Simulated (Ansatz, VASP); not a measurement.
La2O3 in VASP and in Ansatz

```xyz
5
Lattice="3.9308 0.0000 0.0000 -1.9654 3.4042 0.0000 0.0000 0.0000 6.1120" Properties=species:S:1:pos:R:3 pbc="T T T"
La    1.9654    1.1347    4.5971
La    0.0000    2.2694    1.5149
O     1.9654    1.1347    2.1720
O     0.0000    2.2694    3.9400
O     0.0000    0.0000    0.0000
```

Alike in both runs: functional LDA; k mesh 9 × 9 × 4; occupations gaussian, width 0.02 eV; no spin polarisation.

Ansatz relaxed the structure, and its values are those at the end. VASP's run is a single point on that final structure, the one shown.

|  | VASP | Ansatz |
| --- | --- | --- |
| version | VASP 6.6.1 | Ansatz 0.2.0 |
| potentials or method | VASP PAW LDA potentials, release 64 (La, O) | scalar-relativistic, plane waves, PAW |
| plane-wave cutoff (eV) | 520 | 420 |
| valence electrons in the cell | 40 | 40 |

|  | VASP | Ansatz | Ansatz less VASP |
| --- | --- | --- | --- |
| gap on the k mesh at the Fermi level (eV) | 3.70 | 3.71 | +0.011 |
| least direct gap on the mesh (eV) | 3.81 | 3.82 | +0.010 |
| pressure (GPa) | -6.1 | -6.0 | +0.05 |
| rms of the force components (eV/Å) | 0.004 | 0.000 | -0.0035 |

Ansatz warned: «pseudo_functional_mismatch».

Caveats: spin-orbit coupling is left out, which moves the levels of the heavy elements; an odd mesh through Γ misses points on the zone boundary, where band edges often lie.
